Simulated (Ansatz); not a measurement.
Crystal: GaAs.

```
Ga As
1.0
    -1.88077    1.88077    3.02585
     1.88077   -1.88077    3.02585
     1.88077    1.88077   -3.02585
Ga As
1 1
Direct
  0.00000 0.00000 0.00000
  0.50000 0.50000 0.00000
```

The cell was built by a generator and needn't be a form met in nature.

| Item | Value |
| --- | --- |
| Program | Ansatz 0.2.0 |
| Task | relaxation of cell and atoms |
| Functional | HSE06 |
| Potentials or basis | Ansatz PAW |
| Cutoff | 420 eV (not typed: the program's choice for these potentials) |
| k mesh | 5 × 5 × 5 |
| Occupations | fermi-dirac, width 0.05 eV |
| Spin | no spin polarisation |

At the start: volume 21.41 Å³/atom.

Question: How do energy, volume and symmetry change on relaxing?

Answer: It ends after 6 steps and the volume is 18.90 Å³/atom (-11.7 %); space group Fm-3m (No. 225, to 0.05 Å).

The path:
| step | energy change (eV) | largest force (eV/Å) | volume (Å³) |
| --- | --- | --- | --- |
| 1 | 0.0000 | 0.0000 | 42.81 |
| 2 | -0.1106 | 0.0000 | 39.48 |
| 3 | -0.1681 | 0.0000 | 37.43 |
| 4 | -0.1851 | 0.0000 | 37.96 |
| 5 | -0.1857 | 0.0000 | 37.81 |
| 6 | -0.1835 | 0.0000 | 37.81 |

Final structure:
```xyz
2
Lattice="-1.8836 1.8836 2.6642 1.8836 -1.8836 2.6642 1.8836 1.8836 -2.6642" Properties=species:S:1:pos:R:3 pbc="T T T"
Ga    0.0000    0.0000    0.0000
As    0.0000    0.0000    2.6642
```

Caveat: the k mesh is coarse (spacing up to 0.47 Å⁻¹), so the values aren't converged, least of all with exact exchange; the plane-wave basis is chosen anew once the cell has moved, so the energies of steps on either side of that aren't comparable; the PAW data sets come from PBE, with cores solved anew for the run's functional, which leaves a small shift of forces and pressure.
